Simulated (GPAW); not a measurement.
The system is Fe.

```xyz
1
Lattice="-1.4430 1.4430 1.4430 1.4430 -1.4430 1.4430 1.4430 1.4430 -1.4430" Properties=species:S:1:pos:R:3 pbc="T T T"
Fe    0.0000    0.0000    0.0000
```

Base run:

| Item | Value |
| --- | --- |
| Program | GPAW 26.7.0 |
| Functional | PBE |
| Potentials or basis | GPAW PAW data sets (gpaw-data 1.2.1) |
| Cutoff | 600 eV |
| Basis | pw |
| k mesh | 13 × 13 × 13 |
| Occupations | fermi-dirac, width 0.05 eV |
| Spin | collinear spin, ferromagnetic start |
| Starting moments | [3.0] μB |

Its results: pressure -8.0 GPa; net moment 2.25 μB per cell; site moments Fe +2.29 μB.

Q: The run is repeated on the same cell with these changes: functional from PBE to PBEsol; potentials or basis from GPAW PAW data sets (gpaw-data 1.2.1) to PAW data sets generated in the run's folder for this functional. What comes out?

A: Pressure -16.0 GPa; net moment 2.26 μB per cell; site moments Fe +2.29 μB.

Caveats: so large a pressure means that the cell lies far from this level's equilibrium, or that cutoff or potentials fall short (some runs).
